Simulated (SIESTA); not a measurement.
The system is V.

```xyz
1
Lattice="-1.5144 1.5144 1.5144 1.5144 -1.5144 1.5144 1.5144 1.5144 -1.5144" Properties=species:S:1:pos:R:3 pbc="T T T"
V     0.0000    0.0000    0.0000
```

Base run:

| Item | Value |
| --- | --- |
| Program | SIESTA 5.4.2 |
| Functional | LDA |
| Potentials or basis | PseudoDojo 0.4 standard (LDA files) |
| Basis | DZP (energy shift 0.003 Ry; two zetas on semicore shells) |
| Grid cutoff | 800 Ry |
| Energy shift | 0.003 Ry |
| k mesh | 12 × 12 × 12 |
| Occupations | fermi-dirac, width 0.05 eV |
| Spin | collinear spin, ferromagnetic start |
| Starting moments | [2.0] μB |

Its results: band gap on the k mesh none (metal or under the smearing width); pressure -17.2 GPa; net moment 0.00 μB per cell.

The run is repeated on the same cell with these changes: functional from LDA to PBEsol; potentials or basis from PseudoDojo 0.4 standard (LDA files) to PseudoDojo 0.4 standard (PBEsol files). What comes out?

Band gap on the k mesh none (metal or under the smearing width); pressure -11.7 GPa; net moment 0.00 μB per cell.

Caveats: the basis of atomic orbitals isn't converged, which shifts pressures, moduli and gaps.

Not every run made on this cell is shown here.
